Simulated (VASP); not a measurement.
```xyz
2
Lattice="2.6900 0.0000 0.0000 0.0000 2.6900 0.0000 0.0000 0.0000 3.7000" Properties=species:S:1:pos:R:3 pbc="T T T"
Co     0.0000     0.0000     0.0000
Pt     1.3450     1.3450     1.8500
```
Starting moments (μB, in the order of the record's atoms Co Pt): 2.0 0.0.

All values below come from PBEsol GGA, VASP's PBE PAW potentials (set 64) (plane waves; VASP). Numerical set-up: 400 eV cut-off, 12×12×9 Γ-centred mesh, first-order Methfessel-Paxton smearing of 0.10 eV, potentials Co Pt.

Energy and stress use the plane-wave basis of the starting cell.

The ions, cell shape and volume are relaxed. What does this cell relax into?

```xyz
2
Lattice="2.6583 0.0000 0.0000 0.0000 2.6583 0.0000 0.0000 0.0000 3.6542" Properties=species:S:1:pos:R:3 pbc="T T T"
Co     2.6583     0.0000     0.0000
Pt     1.3291     1.3291     1.8271
```
Space group P4/mmm (123), at a tolerance of 0.03 Å. The cell ends with 2.22 μB, on the sites 1.84 0.39 μB.

How do energy and volume change from the first to the last step?

The energy (σ→0) changes by -12.9 meV/atom and the volume by -3.6 %, in 5 ionic steps.

The compound is CoPt in the L1_0 structure. This run relaxes it. Symmetry was kept, so distortions that lower it aren't found.
